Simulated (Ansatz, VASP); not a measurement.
One calculation of GaSb, two programs

```xyz
2
Lattice="3.0663 3.0663 0.0000 -3.0663 3.0663 0.0000 0.0000 3.0663 3.0663" Properties=species:S:1:pos:R:3 pbc="T T T"
Ga    0.0000    0.0000    0.0000
Sb    1.5331    4.5994    1.5331
```

Alike in both runs: task single point; functional r2SCAN; k mesh 6 × 6 × 6; no spin polarisation.

|  | VASP | Ansatz |
| --- | --- | --- |
| version | VASP 6.6.1 | Ansatz 0.2.0 |
| potentials or method | VASP PAW PBE potentials, release 64 (Ga_d, Sb) | PAW with Ansatz's default frozen-core files, scalar-relativistic |
| plane-wave cutoff (eV) | 520 | 500 |
| occupations | gaussian, width 0.01 eV | fixed |
| valence electrons in the cell | 18 | 28 |

VASP gave:

| Item | Value |
| --- | --- |
| gap on the k mesh at the Fermi level (eV) | 0.39 |
| pressure (GPa) | 0.1 |

**Question.** Which values does Ansatz return?

**Answer.** gap on the k mesh at the Fermi level (eV): 0.41; pressure (GPa): 0.0.

The two sets of potentials don't hold the same shells in valence.

Caveats: the PAW data sets were made with another functional, which shifts forces and pressure a little (VASP); spin-orbit coupling is left out, which moves the levels of the heavy elements.
